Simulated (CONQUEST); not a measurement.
As: single point with PBE

The system is As.

```xyz
12
Lattice="3.7616 0.0000 0.0000 0.0000 6.5153 0.0000 0.0000 0.0000 10.5422" Properties=species:S:1:pos:R:3 pbc="T T T"
As    1.8656    1.0490    1.1618
As    1.8656    3.2208    8.1899
As    1.8656    5.3926    4.6759
As    3.7464    2.1349    4.6759
As    3.7464    4.3067    1.1618
As    3.7464    6.4784    8.1899
As    0.0139    0.0081    2.3925
As    0.0139    2.1798    9.4207
As    0.0139    4.3516    5.9066
As    1.8947    1.0939    5.9066
As    1.8947    3.2657    2.3925
As    1.8947    5.4374    9.4207
```

The cell isn't the ideal one: atoms moved at random, drawn with an rms of 0.05 Å.

```yaml
Program: CONQUEST 1.3
Task: single point
Functional: PBE
Potentials_or_basis: PseudoDojo NC PBE, DZP, grid cutoff 120 Ha
k_mesh: 7 × 4 × 3
Occupations: fermi-dirac, width 0.05 eV
Spin: no spin polarisation
```

The pressure is 6.1 GPa, the largest force is 1.028 eV/Å and the band gap on the k mesh is none (metal or under the smearing width).

Forces in eV/Å, atoms in the order of the input:
```
As   0.228  0.198 -0.927
As   0.231  0.244 -0.870
As   0.230  0.226 -0.967
As   0.230  0.226 -0.967
As   0.228  0.198 -0.927
As   0.231  0.244 -0.870
As  -0.229 -0.238  0.974
As  -0.227 -0.242  0.875
As  -0.224 -0.196  0.913
As  -0.224 -0.196  0.913
As  -0.229 -0.238  0.974
As  -0.227 -0.242  0.875
```

Stress tensor (GPa, compression positive):
```
 7.32  0.45 -0.81
 0.45  6.41 -1.06
-0.81 -1.06  4.58
```

Levels at points of the mesh, in eV from the Fermi level:
```tsv
k point	band 88	band 89	band 90	band 91	band 92	band 93
(0.00, 0.00, 0.00)	-1.94	-1.01	-1.01	0.96	0.96	1.15
```

Wall time 120 s on 1 thread of Intel(R) Xeon(R) Platinum 8488C (Sapphire Rapids), with other jobs on the host, peak memory 1.7 GiB.

Caveat: the box holds several primitive cells, so bands are folded and the points are those of the box's own zone; the basis of atomic orbitals isn't converged, which shifts pressures, moduli and gaps.
